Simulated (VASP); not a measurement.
Set up this calculation in VASP 6.6.1, as the native input.

- Task: single point
- Functional: r2SCAN
- Potentials or basis: VASP PAW PBE potentials, release 64 (Sb)
- Cutoff: 520 eV
- k mesh: 14 × 14 × 14
- Occupations: fermi-dirac, width 0.03 eV
- Spin: no spin polarisation
- Dipole correction: no
- Further INCAR settings: ALGO = Normal; EDIFF = 1e-07; NBANDS = 8

The system is Sb.

```
Sb
1.0
     0.00000    2.30500    2.30500
     2.30500    0.00000    2.30500
     2.30500    2.30500    0.00000
Sb
1
Direct
  0.00000 0.00000 0.00000
```

This isn't the form of Sb at room conditions, which is rhombohedral.

The input as run:

POSCAR

```
Sb
1.0
    0.0000000000      2.3050000000      2.3050000000
    2.3050000000      0.0000000000      2.3050000000
    2.3050000000      2.3050000000      0.0000000000
Sb
1
Direct
    0.0000000000      0.0000000000      0.0000000000
```

INCAR.step1

```
PREC = Accurate
ENCUT = 520
ISMEAR = -1
SIGMA = 0.03
LREAL = False
LASPH = True
NELM = 100
NBANDS = 8
GGA = PE
ALGO = Normal
EDIFF = 1E-4
LWAVE = True
LCHARG = False
```

INCAR.step2

```
PREC = Accurate
ENCUT = 520
EDIFF = 1E-7
ISMEAR = -1
SIGMA = 0.03
LREAL = False
LASPH = True
NELM = 100
ALGO = Normal
ISIF = 2
LWAVE = False
LCHARG = False
METAGGA = R2SCAN
LMIXTAU = True
NBANDS = 8
ISTART = 1
```

KPOINTS

```
Automatic mesh
0
Gamma
  14 14 14
```

Potentials or basis: VASP PAW PBE potentials, release 64 (Sb).

Run with:

```sh
$ cat potpaw_PBE.64/Sb/POTCAR > POTCAR
$ cp INCAR.step1 INCAR
$ mpirun -np 1 vasp_std > vasp.out
$ cp INCAR.step2 INCAR
$ mpirun -np 1 vasp_std > vasp.out
```

It gave:

```json
{
 "Pressure": "7.9 GPa",
 "Band gap on the k mesh": "none (metal or under the smearing width)"
}
```

Caveat: the PAW data sets were made with another functional, which shifts forces and pressure a little.

It took 29 s on 1 thread of Intel(R) Xeon(R) Platinum 8488C (Sapphire Rapids) (shared host), peak memory 0.14 GiB.
